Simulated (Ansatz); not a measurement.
# Li: the cost of one run

Method: DFT PBE, scalar-relativistic, plane waves, PAW, in Ansatz 0.2.0.

1 further run of the same task is left out (set aside as unsound or not needed).

### Step 1. The structure to begin with

It takes space group C2/c (No. 15, monoclinic). The conventional cell has a = 3.053 Å, b = 5.272 Å, c = 5.028 Å, α = 90.00°, β = 90.28°, γ = 90.00°. Li (site symmetry 2) has 12 Li at 3.05 to 3.07 Å as nearest neighbours.

Cell or atoms stand a little off a more symmetric structure (P6_3/mmc at a tolerance of 0.3 Å), so results at this geometry aren't those of that ideal crystal.

Coordinates:

```xyz
2
Lattice="1.5264 -2.6362 0.0145 1.5264 2.6362 0.0145 -0.0228 0.0000 5.0275" Properties=species:S:1:pos:R:3 pbc="T T T"
Li    1.5207    0.8815    1.2714
Li    1.5092   -0.8815    3.7852
```

The cell was relaxed beforehand at this level, from a generated guess; it is a trial structure. At a tolerance of 0.05 Å it has space group P6_3/mmc (No. 194); it has 20.23 Å³/atom, an uncorrected energy of -0.00 eV/atom over the standard state.

### Step 2. Bands, states and charges

Contents of input.yaml:

```yaml
crystal:
  lattice:
    - [1.5263663478, -2.6362132722, 0.014525183]
    - [1.5263663478, 2.6362132722, 0.014525183]
    - [-0.0228404612, 0.0, 5.0275345696]
  atoms:
    - { symbol: Li, position: [0.3328150937, 0.6671849063, 0.25] }
    - { symbol: Li, position: [0.6671849063, 0.3328150937, 0.75] }
basis:
  ecutwfc: 420
kpoints:
  mp_grid: { grid: [20, 20, 12] }
  band_path:
    path:
      - [[0.0, 0.0, 0.0], [0.5, -0.5, 0.0], [0.5, -0.5, -0.5], [0.0, 0.0, -0.5], [0.0, 0.0, 0.0]]
      - [[0.0, -0.5, -0.5], [0.0, 0.0, 0.0], [0.0, -0.5, 0.0]]
    npoints: 14
hamiltonian:
  xc: pbe
scf:
  occupations: { method: gaussian, width: 0.1 }
  n_extra_bands: 6
output:
  forces: true
  stress: true
  eigenvalues: true
  populations: true
  dos: { projected: true, de: 0.02, nscf_kmesh: { grid: [24, 24, 15] } }
  bader: true
  write_density: true
  write_potential: true
  elf: true
  volumetric_format: npy
```

On the command line:

```sh
ansatz run input.yaml --threads 1 --pin off --max-ram 2560MiB --backend cpu --events-out ev --progress --plain --runs-dir out
```

Q: Estimate wall time and peak memory on 1 thread of Arm Neoverse V2, shared host.

About 95 s, with a peak of 0.85 GiB.
